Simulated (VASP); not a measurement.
# BaTe (Fm-3m) in VASP: further runs

Runs on BaTe. Level: r2SCAN. Tasks: single point.

All numbers are computed with VASP 6.6.1; they aren't measurements. Logs are shortened: lines on timing, memory, paths and dates and some standing lists are left out, and cuts for length are marked.

## Step 1: The crystal as given

The structure is cubic, space group Fm-3m (No. 225). The conventional cell has a = 6.820 Å, b = 6.820 Å, c = 6.820 Å, α = 90.00°, β = 90.00°, γ = 90.00°. Around Ba (site symmetry m-3m) lie 6 Te at 3.41 Å. Around Te (site symmetry m-3m) lie 6 Ba at 3.41 Å.

## Step 2: Single point, r2SCAN

File INCAR:

```
SYSTEM = BaTe
ADDGRID  = .FALSE.      
ALGO     = Normal         ! electronic algorithm
EDIFF    = 0.01           ! SCF threshold, eV
ENCUT    = 450            ! plane-wave cutoff, eV
ISIF     = 2              ! what is computed and relaxed
ISMEAR   = 0              ! smearing method
LASPH    = .TRUE.         ! aspherical terms in the spheres
LCHARG   = .FALSE.        ! write CHGCAR
LMIXTAU  = .TRUE.       
LREAL    = .FALSE.        ! projectors in reciprocal space
LWAVE    = .FALSE.        ! write WAVECAR
METAGGA  = R2SCAN         ! meta-GGA
NELM     = 100            ! most SCF steps
PREC     = Accurate       ! precision mode
SIGMA    = 0.05           ! smearing width, eV
```

File KPOINTS:

```
k-points
0
G
  5 5 5
  0 0 0
```

File POSCAR:

```
BaTe
1.0
    0.0000000000      3.4100000000      3.4100000000
    3.4100000000      0.0000000000      3.4100000000
    3.4100000000      3.4100000000      0.0000000000
Ba Te
1 1
Direct
    0.0000000000      0.0000000000      0.0000000000
    0.5000000000      0.5000000000      0.5000000000
```

Potentials or basis: VASP PAW PBE potentials, release 64 (Ba_sv, Te).

On the command line:

```
$ cat potpaw_PBE.64/Ba_sv/POTCAR potpaw_PBE.64/Te/POTCAR > POTCAR
$ mpirun -np 1 vasp_std > vasp.out
```

OUTCAR:

```text
SYSTEM = BaTe
   EDIFF = 0.01
   ENCUT = 450
   ISIF = 2
   ISMEAR = 0
   LASPH = .TRUE.
   LREAL = .FALSE.
   METAGGA = R2SCAN
   NELM = 100
   PREC = Accurate

 Found     10 irreducible k-points:

 Following reciprocal coordinates:
            Coordinates               Weight
  0.000000  0.000000  0.000000      1.000000
  0.200000  0.000000  0.000000      8.000000
  0.400000  0.000000  0.000000      8.000000
  0.200000  0.200000  0.000000      6.000000
  0.400000  0.200000  0.000000     24.000000
 -0.400000  0.200000  0.000000     24.000000
   k-points           NKPTS =     10   k-points in BZ     NKDIM =     10   number of bands    NBANDS=     12
   number of dos      NEDOS =    301   number of ions     NIONS =      2
   total plane-waves  NPLWV =  46656
   dimension x,y,z NGX =    36 NGY =   36 NGZ =   36
   dimension x,y,z NGXF=    72 NGYF=   72 NGZF=   72
   ions per type =               1   1
   NGX,Y,Z   is equivalent  to a cutoff of  12.41, 12.41, 12.41 a.u.
   NGXF,Y,Z  is equivalent  to a cutoff of  24.82, 24.82, 24.82 a.u.
 SYSTEM =  BaTe
   PREC   = accura    normal or accurate (medium, high low for compatibility)
   ISTART =      0    job   : 0-new  1-cont  2-samecut
   ICHARG =      2    charge: 1-file 2-atom 10-const
   ISPIN  =      1    spin polarized calculation?
   LNONCOLLINEAR =      F non collinear calculations
   LSORBIT =      F    spin-orbit coupling
   LASPH  =      T    aspherical Exc in radial PAW
   ENCUT  =  450.0 eV  33.07 Ry    5.75 a.u.   8.34  8.34  8.34*2*pi/ulx,y,z
   NELM   =    100;   NELMIN=  2; NELMDL= -5     # of ELM steps
   EDIFF  = 0.1E-01   stopping-criterion for ELM
   LREAL  =      F    real-space projection
   EDIFFG = 0.1E+00   stopping-criterion for IOM
   NSW    =      0    number of steps for IOM
   IBRION =     -1    ionic relax: 0-MD 1-quasi-New 2-CG
   NFREE  =      0    steps in history (QN), initial steepest desc. (CG)
   ISIF   =      2    stress and relaxation
   ISYM   =      2    0-nonsym 1-usesym 2-fastsym
   POTIM  = 0.5000    time-step for ionic-motion
   TEBEG  =    0.0;   TEEND  =   0.0 temperature during run
   PSTRESS=    0.0 pullay stress
   NELECT =      16.0000    total number of electrons
   NUPDOWN=      -1.0000    fix difference up-down
   EMIN   =  10.00;   EMAX   =-10.00  energy-range for DOS
   EFERMI =   0.00;   METHOD = LEGACY
   ISMEAR =     0;   SIGMA  =   0.05  broadening in eV -4-tet -1-fermi 0-gaus
   EFERMI_NEDOS =   21; number of points for ismear=-14 and -15
   IALGO  =     38    algorithm
   IMIX   =      4    mixing-type and parameters
     AMIX     =   0.40;   BMIX     =  1.00
     AMIX_MAG =   1.60;   BMIX_MAG =  1.00
  volume/ion in A,a.u.               =      39.65       267.58
  Fermi-wavevector in a.u.,A,eV,Ry     =   0.960175  1.814468 12.543704  0.921936
  Thomas-Fermi vector in A             =   2.089436
   LORBIT       =      0    0 simple, 1 ext, 2 COOP (PROOUT), +10 PAW based schemes
   METAGGA = R2SCAN    functional components
   LHFCALC =     F    Hartree Fock is set to
   AEXX    =    0.0000 exact exchange contribution
   IVDW    =     0    specifies the selected vdW correction
   LEPSILON=     F    determine dielectric tensor
   LRPA    =     F    only Hartree local field effects (RPA)
 non-spin polarized calculation
 Gauss-broadening in eV      SIGMA  =   0.05
  energy-cutoff  :      450.00
  volume of cell :       79.30
 maximum number of plane-waves:      1759
 NGX is ok and might be reduce to    36
   NGX = 17   NGY = 17   NGZ = 17

 number of electron      16.0000000 magnetization

 Free energy of the ion-electron system (eV)
  ---------------------------------------------------
  ext. energy  EPLUGINS =         0.00000000
  ---------------------------------------------------
  free energy    TOTEN  =       -55.90345205 eV

  energy without entropy =      -55.90345205  energy(sigma->0) =      -55.90345205

 E-fermi :   2.8681     XC(G=0):  -8.9667

 val. band max:        2.5854579917   @ k =   0.0000   0.0000   0.0000
 cond. band min:       4.3755312146   @ k =   0.4000   0.4000   0.0000
 fundamental gap:      1.7900732229
 Fermi energy:         2.8681128052

 k-point     1 :       0.0000    0.0000    0.0000
  band No.  band energies     occupation
      1     -25.0203      2.00000
      2      -9.7696      2.00000
      3      -9.7696      2.00000
      4      -9.7696      2.00000
      5      -7.4205      2.00000
      6       2.5855      2.00000
      7       2.5855      2.00000
      8       2.5855      2.00000
      9       5.8674      0.00000
     10       5.8675      0.00000
     11       5.8675      0.00000
     12       6.5243      0.00000

 k-point     2 :       0.2000    0.0000    0.0000
  band No.  band energies     occupation
      1     -25.0128      2.00000
      2     -10.0292      2.00000
      3      -9.7735      2.00000
      4      -9.7735      2.00000
      5      -7.0325      2.00000
      6       1.4939      2.00000
      7       2.0138      2.00000
      8       2.0138      2.00000
      9       6.0304      0.00000
     10       6.4069      0.00000
     11       6.4069      0.00000
     12       7.9435      0.00000

 k-point     3 :       0.4000    0.0000    0.0000
  band No.  band energies     occupation
      1     -25.0005      2.00000
      2     -10.3529      2.00000
      3      -9.7795      2.00000
      4      -9.7795      2.00000
      5      -6.4726      2.00000
      6       0.3107      2.00000
      7       1.3790      2.00000
      8       1.3790      2.00000
      9       6.8399      0.00000
     10       7.7268      0.00000
     11       7.7268      0.00000
     12       8.6187      0.00000

 k-point     4 :       0.2000    0.2000    0.0000
  band No.  band energies     occupation
      1     -25.0103      2.00000
      2      -9.9933      2.00000
      3      -9.8097      2.00000
      4      -9.8097      2.00000
      5      -7.0408      2.00000
      6       1.1192      2.00000
      7       2.3198      2.00000
      8       2.3199      2.00000
      9       5.1365      0.00000
     10       6.9319      0.00000
     11       7.0231      0.00000
     12       7.1814      0.00000

 k-point     5 :       0.4000    0.2000    0.0000
  band No.  band energies     occupation
      1     -24.9996      2.00000
      2     -10.1936      2.00000
      3      -9.8334      2.00000
      4      -9.8264      2.00000
      5      -6.7714      2.00000
      6       0.7476      2.00000
      7       1.6486      2.00000
      8       1.8443      2.00000
      9       5.4352      0.00000
     10       7.9971      0.00000
     11       8.0535      0.00000
     12       8.4959      0.00000

 k-point     6 :      -0.4000    0.2000    0.0000
  band No.  band energies     occupation
      1     -24.9955      2.00000
      2     -10.2822      2.00000
      3      -9.8809      2.00000
      4      -9.8007      2.00000
      5      -6.5867      2.00000
      6       0.5207      2.00000
      7       1.3991      2.00000
      8       1.4745      2.00000
      9       6.8395      0.00000
     10       7.4559      0.00000
     11       7.8996      0.00000
     12       8.9125      0.00000

 [... further k-points ...]
[... 5 lines left out ...]
  --------------------------------------------------------------------------------------
  -------------------------------------------------------------------------------------
  Total        2.2359167      2.2359167      2.2359167      0.0000000     -0.0000000      0.0000000
  in kB       45.1723896     45.1723896     45.1723896      0.0000000     -0.0000000      0.0000000
  external PRESSURE =      45.1723896 kB  Pullay stress =       0.0000000 kB

 VOLUME and BASIS-vectors are now :
 -----------------------------------------------------------------------------
  energy-cutoff  :      450.00
  volume of cell :       79.30
      direct lattice vectors                 reciprocal lattice vectors
     0.000000000  3.410000000  3.410000000    -0.146627566  0.146627566  0.146627566
     3.410000000  0.000000000  3.410000000     0.146627566 -0.146627566  0.146627566
     3.410000000  3.410000000  0.000000000     0.146627566  0.146627566 -0.146627566

 POSITION                                       TOTAL-FORCE (eV/Angst)
 -----------------------------------------------------------------------------------
      0.00000      0.00000      0.00000        -0.000000      0.000000     -0.000000
      3.41000      3.41000      3.41000         0.000000     -0.000000      0.000000
 -----------------------------------------------------------------------------------
    total drift:                                0.000000      0.000000      0.000000

  FREE ENERGIE OF THE ION-ELECTRON SYSTEM (eV)
  ---------------------------------------------------
  free  energy   TOTEN  =       -55.9034520532 eV

  energy  without entropy=      -55.9034520532  energy(sigma->0) =      -55.90345205
```

OSZICAR:

```text
N       E                     dE             d eps       ncg     rms          rms(c)
DAV:   1     0.376684718059E+02    0.37668E+02   -0.62555E+03   240   0.104E+03
DAV:   2    -0.535197101874E+02   -0.91188E+02   -0.85634E+02   316   0.178E+02
DAV:   3    -0.591460682534E+02   -0.56264E+01   -0.55900E+01   304   0.522E+01
DAV:   4    -0.593121262524E+02   -0.16606E+00   -0.16593E+00   340   0.902E+00
DAV:   5    -0.593146576342E+02   -0.25314E-02   -0.25302E-02   288   0.997E-01    0.468E+00
DAV:   6    -0.552514408590E+02    0.40632E+01   -0.87024E-01   384   0.674E+00    0.330E+00
DAV:   7    -0.554817358557E+02   -0.23029E+00   -0.12264E+00   280   0.100E+01    0.901E-01
DAV:   8    -0.555458765727E+02   -0.64141E-01   -0.83680E-01   276   0.839E+00    0.111E+00
DAV:   9    -0.558784734954E+02   -0.33260E+00   -0.29022E-01   276   0.603E+00    0.731E-01
DAV:  10    -0.558173649159E+02    0.61109E-01   -0.72605E-02   252   0.234E+00    0.306E-01
DAV:  11    -0.558111064467E+02    0.62585E-02   -0.19501E-01   248   0.423E+00    0.189E-01
DAV:  12    -0.558842096520E+02   -0.73103E-01   -0.25512E-02   244   0.168E+00    0.110E-01
DAV:  13    -0.559014675517E+02   -0.17258E-01   -0.56334E-03   176   0.776E-01    0.503E-02
DAV:  14    -0.559034520532E+02   -0.19845E-02   -0.11234E-03   136   0.377E-01
   1 F= -.55903452E+02 E0= -.55903452E+02  d E =-.894540E-17
```

It took 91 s on 1 thread of AMD EPYC 7R43 (Zen 3), shared host; peak memory 0.18 GiB.

The run converged, but some of its settings lie outside the range that counts as converged, so its numbers aren't taken as properties of the crystal.

What came out:

```yaml
Free_energy: -55.9035 eV
Pressure: 4.5 GPa
Band_gap_on_the_k_mesh: 1.79 eV, indirect (least direct gap 2.18 eV)
```

Caveat: the PAW data sets were made with another functional, which shifts forces and pressure a little; spin-orbit coupling is left out, which moves the levels of the heavy elements; an odd mesh through Γ misses points on the zone boundary, where band edges often lie.

## Step 3: Single point, r2SCAN

Changes to INCAR since step 2:

```diff
@@ -3,4 +3,4 @@
 ALGO     = Normal         ! electronic algorithm
-EDIFF    = 0.01           ! SCF threshold, eV
-ENCUT    = 450            ! plane-wave cutoff, eV
+EDIFF    = 1E-8           ! SCF threshold, eV
+ENCUT    = 900            ! plane-wave cutoff, eV
 ISIF     = 2              ! what is computed and relaxed
@@ -15,2 +15,2 @@
 PREC     = Accurate       ! precision mode
-SIGMA    = 0.05           ! smearing width, eV
+SIGMA    = 0.02           ! smearing width, eV
```

File KPOINTS:

```
k-points
0
G
  10 10 10
  0 0 0
```

POSCAR is that of step 2.

Potentials or basis: VASP PAW PBE potentials, release 64 (Ba_sv, Te).

On the command line:

```
$ cat potpaw_PBE.64/Ba_sv/POTCAR potpaw_PBE.64/Te/POTCAR > POTCAR
$ mpirun -np 1 vasp_std > vasp.out
```

Wall time 17 min (1 thread of AMD EPYC 7R43 (Zen 3), shared host); peak memory 0.41 GiB.

It converged, with:

```yaml
Free_energy: -55.9081 eV
Pressure: 4.5 GPa
Band_gap_on_the_k_mesh: 1.69 eV, indirect (least direct gap 2.07 eV)
```

Levels at points of the mesh, in eV from the valence-band top:
```csv
k point,band 4,band 5,band 6,band 7,band 8,band 9,band 10,band 11,band 12
"(0.00, 0.00, 0.00)",-12.36,-10.00,0.00,0.00,0.00,3.28,3.28,3.28,3.94
"(0.50, 0.00, 0.00)",-12.37,-8.97,-2.45,-1.30,-1.30,4.76,5.46,5.58,5.58
"(0.50, 0.50, 0.00)",-12.48,-9.77,-1.16,-0.38,-0.38,1.69,5.06,5.74,6.54
```

Caveat: the PAW data sets were made with another functional, which shifts forces and pressure a little; spin-orbit coupling is left out, which moves the levels of the heavy elements.

(Part 1 of 2 ends here.)
